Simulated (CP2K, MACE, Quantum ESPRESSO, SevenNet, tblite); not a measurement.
# Pressure against volume in rock-salt KCl, displaced supercell (64 atoms), CP2K double zeta, PBE

The cell holds 64 atoms: 32 K and 32 Cl. Its edges and angles: a = 12.587 Å, b = 12.587 Å, c = 12.586 Å, α = 90.0°, β = 90.0°, γ = 88.3°. It derives from KCl (rock-salt), repeated 2×2×2. Rock-salt KCl (a = 6.293 Å), 2 x 2 x 2 conventional cells, xy shear strain +3 %; every coordinate displaced by a Gaussian of 0.07 Å.

Calculated with CP2K 2026.2: PBE; DZVP-MOLOPT-SR, GTH-PBE potentials, 600 Ry; k-points Γ. The unchanged cell has V0 = 31.145 Å³ an atom and P0 = 1.200 GPa. It is scaled evenly, with fractional positions held.

```
volume (Å³/atom)  pressure (GPa)
          29.276           2.737
          30.210               ?
          32.079          0.6009
          33.013           0.092
```

**Question.** Fit a second-order expansion in ln V to the rows given and interpolate to the withheld row.

Worked fit:

To second order in u = ln(V/V0), P = P0 − B u + ½ B B′ u², with B the bulk modulus at V0 and B′ its pressure derivative. So v = (P − P0)/u is a line in u, with intercept −B and slope ½ B B′.

| u | v (GPa) |
| --- | --- |
| -0.0618754 | -24.8370 |
| 0.0295588 | -20.2613 |
| 0.0582689 | -19.0119 |

With n = 3: mean u = 0.00865077, mean v = -21.3701, Σ(u − ū)² = 0.0078730, Σ(u − ū)(v − v̄) = 0.38470. Slope b = 0.38470 / 0.0078730 = 48.863; intercept a = v̄ − b ū = -21.793.

So B = 21.8 GPa and B′ = 2b/B = 4.5. At the withheld volume u = -0.03046, v = a + b u = -23.28 GPa, and P = P0 + u v.

Prediction at 30.210: 1.909 GPa. The run gave 1.905 GPa, so the fit is high by 0.0039 GPa (0.21 % of the value).

B′ = 4.5 rests on three points. Among the rows given, the largest miss of the fit is at 33.013, by 0.0039 GPa (0.15 % of the range of the table).

Limits: Static cells at zero temperature, with the cell shape held.

[Logs are printed without paths, hosts, clocks, repeated set-up lines and the standing remarks that a program may print on its own settings, such as how far it seeks lower states.]

[Hosts, paths, dates, database ids (printed as entryN), source tags and the programs' standing remarks are cut or masked in the printed files.]
